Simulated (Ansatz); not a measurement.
Se, DFT, PBE, all-electron LAPW, scalar-relativistic (Ansatz 0.2.0), run on 1 thread of Arm Neoverse V2 on a shared host.

The cell is COD entry 9012501, as deposited and not checked against the literature; nothing was relaxed. The listed cell was then made from it by scaling, straining or moving an atom.

Command: `ansatz run input.yaml --threads 1 --pin off --max-ram 4096MiB --backend cpu --events-out ev --progress --plain --runs-dir out`

```yaml
crystal:
  lattice:
    - [4.395116023, 0.0, 0.0]
    - [-2.1975580116, 3.8062821286, 0.0]
    - [0.0, 0.0, 4.9864062541]
  atoms:
    - { symbol: Se, position: [0.2254, 0.0, 0.3333333333] }
    - { symbol: Se, position: [0.0, 0.2254, 0.6666666667] }
    - { symbol: Se, position: [0.7746, 0.7746, 0.0] }
kpoints:
  mp_grid: { grid: [6, 6, 5] }
  band_path:
    path:
      - [0.0, 0.0, 0.0]
      - [0.5, 0.0, 0.0]
      - [0.3333333333, 0.3333333333, 0.0]
      - [0.0, 0.0, 0.0]
      - [0.0, 0.0, 0.5]
      - [0.5, 0.0, 0.5]
      - [0.3333333333, 0.3333333333, 0.5]
      - [0.0, 0.0, 0.5]
      - [0.5, 0.0, 0.5]
    npoints: 5
scf:
  occupations: { method: fermi_dirac, width: 0.03 }
hamiltonian:
  xc: pbe
  pseudopotentials: { kind: all_electron, lapw: { basis_error: 0.001 } }
output:
  forces: true
  stress: true
  eigenvalues: true
```

Problem. How large is the problem that the program sets up?

Solution. 27 irreducible k-points, 1107 plane waves at Γ, 44 bands.

Problem. Estimate the wall time and the peak memory.

Solution. 52 s of wall time for 9 SCF iterations, with a peak of 0.36 GiB. Times on shared machines scatter by tens of per cent.
